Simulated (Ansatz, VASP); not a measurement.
**One calculation of Mg, two programs**

```xyz
2
Lattice="0.0000 3.4275 3.4275 3.4275 0.0000 3.4275 3.4275 3.4275 0.0000" Properties=species:S:1:pos:R:3 pbc="T T T"
Mg    0.0000    0.0000    0.0000
Mg    1.7138    1.7138    1.7138
```

Alike in both runs: task single point; functional PBEsol; k mesh 9 × 9 × 9; occupations fermi-dirac, width 0.08 eV; no spin polarisation.

|  | VASP | Ansatz |
| --- | --- | --- |
| version | VASP 6.6.1 | Ansatz 0.2.0 |
| potentials or method | VASP PAW PBE potentials, release 64 (Mg), cutoff 520 eV | all-electron LAPW, scalar-relativistic |

|  | VASP | Ansatz | Ansatz less VASP |
| --- | --- | --- | --- |
| pressure (GPa) | -0.4 | -0.4 | 0.00 |

Ansatz ran all-electron here, so the differences hold the error of VASP's frozen core and of both bases.

Caveats: the PAW data sets were made with another functional, which shifts forces and pressure a little (VASP).
